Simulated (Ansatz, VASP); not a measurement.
**One calculation of Ti, two programs**

INCAR

```
SYSTEM = Ti
PREC = Accurate ; ENCUT = 520
EDIFF = 1E-6 ; ISMEAR = 1
SIGMA = 0.15 ; LREAL = .FALSE.
LASPH = .TRUE. ; NELM = 60
ALGO = Normal ; ISIF = 2
LWAVE = .FALSE. ; LCHARG = .TRUE.
GGA = PE ; LELF = .TRUE.
LVHAR = .TRUE. ; NBANDS = 19
```

KPOINTS

```
Automatic mesh
0
G
  11 11 6
  0 0 0
```

POSCAR

```
Ti
1.0
    2.9500000000      0.0000000000      0.0000000000
   -1.4750000000      2.5547750000      0.0000000000
    0.0000000000      0.0000000000      4.6800000000
Ti
2
Direct
    0.3352904528      0.6705809057      0.2500000000
    0.6666666667      0.3333333333      0.7500000000
```

Input for Ansatz:

```yaml
crystal:
  lattice:
    - [2.95, 0.0, 0.0]
    - [-1.475, 2.554775, 0.0]
    - [0.0, 0.0, 4.68]
  atoms:
    - { symbol: Ti, position: [0.3352904528448363, 0.6705809056896725, 0.25] }
    - { symbol: Ti, position: [0.6666666666666666, 0.3333333333333333, 0.75] }
basis:
  ecutwfc: 470.0
kpoints:
  mp_grid:
    grid: [11, 11, 6]
hamiltonian:
  xc: pbe
scf:
  occupations:
    method: methfessel_paxton
    width: 0.15
output:
  forces: true
```

Alike in both runs: task single point; functional PBE; k mesh 11 × 11 × 6; occupations methfessel-paxton of order 1, width 0.15 eV; no spin polarisation.

```csv
,VASP,Ansatz
version,VASP 6.6.1,Ansatz 0.2.0
potentials or method,"VASP PAW PBE potentials, release 64 (Ti_sv)","plane waves, PAW"
plane-wave cutoff (eV),520,470
valence electrons in the cell,24,24
```

```csv
,VASP,Ansatz,Ansatz less VASP
rms of the force components (eV/Å),0.009,0.009,0.0000
```

Atom by atom the forces differ by 0.000 eV/Å (rms over components). With one functional, cell and mesh, what is left measures potentials, basis and numerics.
